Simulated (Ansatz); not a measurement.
Crystal: BN.

```
N B
1.0
     2.49824    0.00000    0.00000
    -1.24912    2.16354    0.00000
     0.00000    0.00000    6.63570
N B
2 2
Direct
  0.66667 0.33333 0.25000
  0.33333 0.66667 0.75000
  0.66667 0.33333 0.75000
  0.33333 0.66667 0.25000
```

Base run:

```yaml
Program: Ansatz 0.2.0
Functional: LDA
Potentials_or_basis: all-electron LAPW, scalar-relativistic
Cutoff: 483 eV
Density_cutoff: 1930 eV
Basis_error_allowed: 0.002 eV/atom
k_mesh: 12 × 12 × 4
Occupations: fermi-dirac, width 0.05 eV
Spin: no spin polarisation
```

Its results: band gap on the k mesh 4.09 eV, indirect (least direct gap 4.52 eV); pressure -2.8 GPa.

Task: The run is repeated on the same cell with these changes: functional from LDA to PBEsol. What comes out?

Result: Band gap on the k mesh 4.18 eV, indirect (least direct gap 4.60 eV); pressure 2.1 GPa.

PBEsol binds less tightly than LDA, so the same cell stands under more pressure.

Caveats: this functional lacks dispersion, which binds the layers, so the pressure and a relaxed spacing across them are unreliable (some runs).

Not every run made on this cell is shown here.
